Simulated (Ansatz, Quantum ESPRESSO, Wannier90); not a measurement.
# straight B chain, spacing 1.55 Å: Wannier functions and conductance, part 5 of 6

How many channels does the wire offer, and does a small Wannier basis get them right? The wire: straight B chain, spacing 1.55 Å.

Quantum ESPRESSO 7.5 and Wannier90 3.1.0; plane-wave DFT, PBE, GBRV ultrasoft pseudopotentials; cross-check by Ansatz 0.2.0 with PAW datasets.

So far. Step 9 (Wannier functions and transport): Bands and channels are those of the Wannier model: bands that were not projected, and all outside the frozen window, are missing or only approximate. Step 9 (Wannier functions and transport): Disentanglement stopped at its cap on iterations, so these spreads are not final.

## (12) Wannier functions and transport, with dist_cutoff = 1.86

Level of this step: maximally localised Wannier functions and ballistic conductance; plane-wave DFT, PBE, GBRV ultrasoft pseudopotentials (Wannier90).

A sensitivity test on the input.

wan_w.win reads:

```
num_wann = 4
num_bands = 25
num_iter = 200
num_print_cycles = 20
conv_tol = 1e-8
conv_window = 5
guiding_centres = true
dis_num_iter = 1500
dis_conv_tol = 1e-8
dis_win_min = -25.6784
dis_win_max = 15.3216
dis_froz_max = -3.1784
search_shells = 120
fermi_energy = -4.6784

transport = true
transport_mode = bulk
one_dim_axis = z
dist_cutoff = 1.86
dist_cutoff_mode = one_dim
tran_win_min = -4.0
tran_win_max = 2.0
tran_energy_step = 0.02

bands_plot = true
bands_num_points = 96
begin kpoint_path
G 0.0 0.0 0.0 Z 0.0 0.0 0.5
end kpoint_path

begin projections
B:s;p
end projections

begin unit_cell_cart
ang
  8.0000000000 0.0000000000 0.0000000000
  0.0000000000 8.0000000000 0.0000000000
  0.0000000000 0.0000000000 1.5500000000
end unit_cell_cart

begin atoms_frac
  B  0.0000000000 0.0000000000 0.0000000000
end atoms_frac

mp_grid = 1 1 24
begin kpoints
  0.0 0.0 0.0000000000
  0.0 0.0 0.0416666667
  0.0 0.0 0.0833333333
  0.0 0.0 0.1250000000
  0.0 0.0 0.1666666667
  0.0 0.0 0.2083333333
  0.0 0.0 0.2500000000
  0.0 0.0 0.2916666667
  0.0 0.0 0.3333333333
  0.0 0.0 0.3750000000
  0.0 0.0 0.4166666667
  0.0 0.0 0.4583333333
  0.0 0.0 0.5000000000
  0.0 0.0 0.5416666667
  0.0 0.0 0.5833333333
  0.0 0.0 0.6250000000
  0.0 0.0 0.6666666667
  0.0 0.0 0.7083333333
  0.0 0.0 0.7500000000
  0.0 0.0 0.7916666667
  0.0 0.0 0.8333333333
  0.0 0.0 0.8750000000
  0.0 0.0 0.9166666667
  0.0 0.0 0.9583333333
end kpoints
```

Started as:

```bash
$ OMP_NUM_THREADS=1 wannier90.x wan_w > wan_w.run.log
```

Log:

```text
[banner, memory and clock lines left out]
+---------------------------------------------------+
             |                                                   |
             |                   WANNIER90                       |
             |                                                   |
             +---------------------------------------------------+
             |                                                   |
             |        Welcome to the Maximally-Localized         |
             |        Generalized Wannier Functions code         |
             |                             |
             |                                                   |
             |                                                   |
             |  Wannier90 Developer Group:                       |
             |    Giovanni Pizzi    (EPFL)                       |
             |    Valerio Vitale    (Cambridge)                  |
             |    David Vanderbilt  (Rutgers University)         |
             |    Nicola Marzari    (EPFL)                       |
             |    Ivo Souza         (Universidad del Pais Vasco) |
             |    Arash A. Mostofi  (Imperial College London)    |
             |    Jonathan R. Yates (University of Oxford)       |
             |                                                   |
             |  For the full list of Wannier90 3.x authors,      |
             |  please check the code documentation and the      |
             |  README on the GitHub page of the code            |
             |                                                   |
             |                                                   |
             |                                                   |
             |  [ref] "Wannier90 as a community code:            |
             |        new features and applications",            |
             |        165902 (2020).                             |
             |            |
             |                                                   |
             |  in any publications arising from the use of      |
             |                                                   |
             |  [ref] "Maximally Localized Generalised Wannier   |
             |         Functions for Composite Energy Bands"     |
             |         N. Marzari and D. Vanderbilt              |
             |         Phys. Rev. B 56 12847 (1997)              |
             |                                                   |
             |  [ref] "Maximally Localized Wannier Functions     |
             |         for Entangled Energy Bands"               |
             |         I. Souza, N. Marzari and D. Vanderbilt    |
             |         Phys. Rev. B 65 035109 (2001)             |
             |                                                   |
             |                                                   |
             | Copyright (c) 1996-2020                           |
             |        The Wannier90 Developer Group and          |
             |        individual contributors                    |
             |                                                   |
             |      Release: 3.1.0        5th March    2020      |
             |                                                   |
             | This program is free software; you can            |
             | redistribute it and/or modify it under the terms  |
             | of the GNU General Public License as published by |
             | the Free Software Foundation; either version 2 of |
             | the License, or (at your option) any later version|
             |                                                   |
             | This program is distributed in the hope that it   |
             | will be useful, but WITHOUT ANY WARRANTY; without |
             | even the implied warranty of MERCHANTABILITY or   |
             | FITNESS FOR A PARTICULAR PURPOSE. See the GNU     |
             | General Public License for more details.          |
             |                                                   |
             | You should have received a copy of the GNU General|
             | Public License along with this program; if not,   |
             | write to the Free Software Foundation, Inc.,      |
             | 675 Mass Ave, Cambridge, MA 02139, USA.           |
             |                                                   |
             +---------------------------------------------------+
             +---------------------------------------------------+

 ******************************************************************************
 * -> Using CODATA 2006 constant values                                       *
 *    (                      *
 * -> Using Bohr value from CODATA                                            *
 ******************************************************************************

 Running in serial (with parallel executable)

                                    ------
                                    SYSTEM
                                    ------

                              Lattice Vectors (Ang)
                    a_1     8.000000   0.000000   0.000000
                    a_2     0.000000   8.000000   0.000000
                    a_3     0.000000   0.000000   1.550000

                   Unit Cell Volume:      99.20000  (Ang^3)

                        Reciprocal-Space Vectors (Ang^-1)
                    b_1     0.785398   0.000000   0.000000
                    b_2     0.000000   0.785398   0.000000
                    b_3     0.000000   0.000000   4.053668

 *----------------------------------------------------------------------------*
 |   Site       Fractional Coordinate          Cartesian Coordinate (Ang)     |
 +----------------------------------------------------------------------------+
 | B    1   0.00000   0.00000   0.00000   |    0.00000   0.00000   0.00000    |
 *----------------------------------------------------------------------------*
                                ------------
                                K-POINT GRID
                                ------------

             Grid size =  1 x  1 x 24      Total points =   24

 *---------------------------------- MAIN ------------------------------------*
 |  Number of Wannier Functions               :                 4             |
 |  Number of Objective Wannier Functions     :                 4             |
 |  Number of input Bloch states              :                25             |
 |  Output verbosity (1=low, 5=high)          :                 1             |
[...]
WF centre and spread    4  ( -0.003413, -0.619305, -0.000149 )     1.00714423
  Sum of centres and spreads ( -0.016388,  0.638131,  0.774912 )     4.72258493

     40    -0.206E-02     0.1155271366        4.7225849251       2.17  <-- CONV
        O_D=      0.1918717 O_OD=      0.8457850 O_TOT=      4.7225849 <-- SPRD
 Delta: O_D=  0.2063293E-03 O_OD= -0.2271241E-02 O_TOT= -0.2064911E-02 <-- DLTA
 Cycle:     60
[...]
Sum of centres and spreads ( -0.014835,  0.642782,  0.775001 )     4.71427847

     60    -0.567E-04     0.0194043351        4.7142784646       2.18  <-- CONV
        O_D=      0.1960198 O_OD=      0.8333304 O_TOT=      4.7142785 <-- SPRD
 Delta: O_D=  0.2810050E-03 O_OD= -0.3377220E-03 O_TOT= -0.5671699E-04 <-- DLTA
 Cycle:     80
[...]
Sum of centres and spreads ( -0.012696,  0.645068,  0.774997 )     4.71349942

     80    -0.375E-04     0.0150261076        4.7134994219       2.19  <-- CONV
        O_D=      0.1977043 O_OD=      0.8308668 O_TOT=      4.7134994 <-- SPRD
 Delta: O_D= -0.5099135E-05 O_OD= -0.3238834E-04 O_TOT= -0.3748747E-04 <-- DLTA
 Cycle:    100
[...]
Sum of centres and spreads ( -0.009520,  0.645402,  0.774996 )     4.71249732

    100    -0.661E-04     0.0194006856        4.7124973175       2.20  <-- CONV
        O_D=      0.1979418 O_OD=      0.8296272 O_TOT=      4.7124973 <-- SPRD
 Delta: O_D=  0.1214289E-04 O_OD= -0.7820409E-04 O_TOT= -0.6606119E-04 <-- DLTA

 Writing checkpoint file wan_w.chk... done

 Cycle:    120
[...]
Sum of centres and spreads ( -0.005061,  0.645367,  0.775007 )     4.71060913

    120    -0.120E-03     0.0259718190        4.7106091287       2.21  <-- CONV
        O_D=      0.1980107 O_OD=      0.8276701 O_TOT=      4.7106091 <-- SPRD
 Delta: O_D=  0.9031079E-04 O_OD= -0.2103438E-03 O_TOT= -0.1200330E-03 <-- DLTA
 Cycle:    140
[...]
Sum of centres and spreads ( -0.000355,  0.645291,  0.774996 )     4.70731979

    140    -0.211E-03     0.0356423533        4.7073197903       2.22  <-- CONV
        O_D=      0.1976422 O_OD=      0.8247493 O_TOT=      4.7073198 <-- SPRD
 Delta: O_D= -0.1157268E-03 O_OD= -0.9540675E-04 O_TOT= -0.2111335E-03 <-- DLTA
 Cycle:    160
[...]
Sum of centres and spreads (  0.004741,  0.645200,  0.774994 )     4.70233980

    160    -0.293E-03     0.0411015777        4.7023398016       2.23  <-- CONV
        O_D=      0.1971913 O_OD=      0.8202202 O_TOT=      4.7023398 <-- SPRD
 Delta: O_D=  0.1946340E-04 O_OD= -0.3129098E-03 O_TOT= -0.2934464E-03 <-- DLTA
 Cycle:    180
[...]
Sum of centres and spreads (  0.009248,  0.645122,  0.775008 )     4.69579497

    180    -0.328E-03     0.0436121084        4.6957949738       2.24  <-- CONV
        O_D=      0.1967171 O_OD=      0.8141496 O_TOT=      4.6957950 <-- SPRD
 Delta: O_D=  0.1776970E-03 O_OD= -0.5059903E-03 O_TOT= -0.3282933E-03 <-- DLTA
 Cycle:    200
  WF centre and spread    1  ( -0.116983,  1.048953, -0.000011 )     1.56444981
  WF centre and spread    2  ( -0.048701,  0.212530,  0.775008 )     0.98381772
  WF centre and spread    3  (  0.328996, -0.020743,  0.000000 )     1.14643214
  WF centre and spread    4  ( -0.151746, -0.595623, -0.000002 )     0.99430039
  Sum of centres and spreads (  0.011565,  0.645116,  0.774996 )     4.68900006

    200    -0.334E-03     0.0448037065        4.6890000595       2.25  <-- CONV
        O_D=      0.1951733 O_OD=      0.8088985 O_TOT=      4.6890001 <-- SPRD
 Delta: O_D= -0.2031352E-03 O_OD= -0.1313079E-03 O_TOT= -0.3344431E-03 <-- DLTA

 Writing checkpoint file wan_w.chk... done

 Final State
  WF centre and spread    1  ( -0.116983,  1.048953, -0.000011 )     1.56444981
  WF centre and spread    2  ( -0.048701,  0.212530,  0.775008 )     0.98381772
  WF centre and spread    3  (  0.328996, -0.020743,  0.000000 )     1.14643214
  WF centre and spread    4  ( -0.151746, -0.595623, -0.000002 )     0.99430039
  Sum of centres and spreads (  0.011565,  0.645116,  0.774996 )     4.68900006

         Spreads (Ang^2)       Omega I      =     3.684928289
        ================       Omega D      =     0.195173266
                               Omega OD     =     0.808898505
    Final Spread (Ang^2)       Omega Total  =     4.689000060
 Time for wannierise            0.102 (sec)

 Writing checkpoint file wan_w.chk... done

 *---------------------------------------------------------------------------*
 |                               PLOTTING                                    |
 *---------------------------------------------------------------------------*

 Translated centres
    translation centre in fractional coordinate:  0.000000  0.000000  0.000000
  WF centre     1  ( -0.116983,  1.048953, -0.000011 )
  WF centre     2  ( -0.048701,  0.212530, -0.774992 )
  WF centre     3  (  0.328996, -0.020743,  0.000000 )
  WF centre     4  ( -0.151746, -0.595623, -0.000002 )

 Calculating interpolated band-structure

 Time to calculate interpolated band structure       0.003 (sec)

 Time for plotting              0.008 (sec)

 *---------------------------------------------------------------------------*
 |                              TRANSPORT                                    |
 *---------------------------------------------------------------------------*

 Calculation of Quantum Conductance and DoS: bulk mode

 Maximum imaginary part of the real-space Hamiltonian:     0.085260

     Maximum real part of the real-space Hamiltonian at each lattice point
            Lattice point R           Max |H_ij(R)|
                 -13                     0.000000
                 -12                     0.000000
                 -11                     0.000000
                 -10                     0.000000
                  -9                     0.000000
                  -8                     0.000000
                  -7                     0.000000
                  -6                     0.000000
                  -5                     0.000000
                  -4                     0.000000
                  -3                     0.000000
                  -2                     0.000000
                  -1                     3.561172
                   0                     5.590353
                   1                     3.561172
                   2                     0.000000
[...]
6                     0.000000
                   7                     0.000000
                   8                     0.000000
                   9                     0.000000
                  10                     0.000000
                  11                     0.000000
                  12                     0.000000
                  13                     0.000000

 Number of unit cells inside the principal layer:     1
 Number of Wannier Functions inside the principal layer:     4

 Calculating quantum conductance and density of states... done

 Time for transport             0.010 (sec)
 Total Execution Time           2.363 (sec)

 *===========================================================================*
 |                             TIMING INFORMATION                            |
 *===========================================================================*
 |    Tag                                                Ncalls      Time (s)|
 |---------------------------------------------------------------------------|
 |kmesh: get                                        :         1         0.023|
 |overlap: allocate                                 :         1         0.000|
 |overlap: read                                     :         1         0.060|
 |dis: main                                         :         1         2.154|
 |wann: main                                        :         1         0.102|
 |plot: main                                        :         1         0.008|
 |tran: main                                        :         1         0.010|
 *---------------------------------------------------------------------------*

 All done: wannier90 exiting
[key lines of the parts left out:]
|  Fermi energy (eV)                         :            -4.678             |
```

Wall time 2.9 s (1 MPI rank of Intel Xeon Platinum 8488C (Sapphire Rapids), shared host); peak memory 0.09 GiB.

The changed values were drawn from a wide range, not chosen for quality; the comparison shows what they did here together.

The total spread is 4.69 against 4.69 Å². Between −2 and 1.5 eV the channel count differs from the first run's at 29 % of the energies, and at the Fermi level it is 2 against 2. Spreads don't depend on this cutoff; only the transport does.

(Part 5 of 6 ends here.)

[Logs are printed without paths, hosts, clocks, repeated set-up lines and the standing remarks that a program may print on its own settings, such as how far it seeks lower states.]

[Hosts, paths, dates, database ids (printed as entryN), source tags and the programs' standing remarks are cut or masked in the printed files.]

[Maps of the electrostatic potential energy from Ansatz leave out the sawtooth potential of an applied field or a dipole correction, so their vacuum need not be flat; planar profiles and work functions include it.]
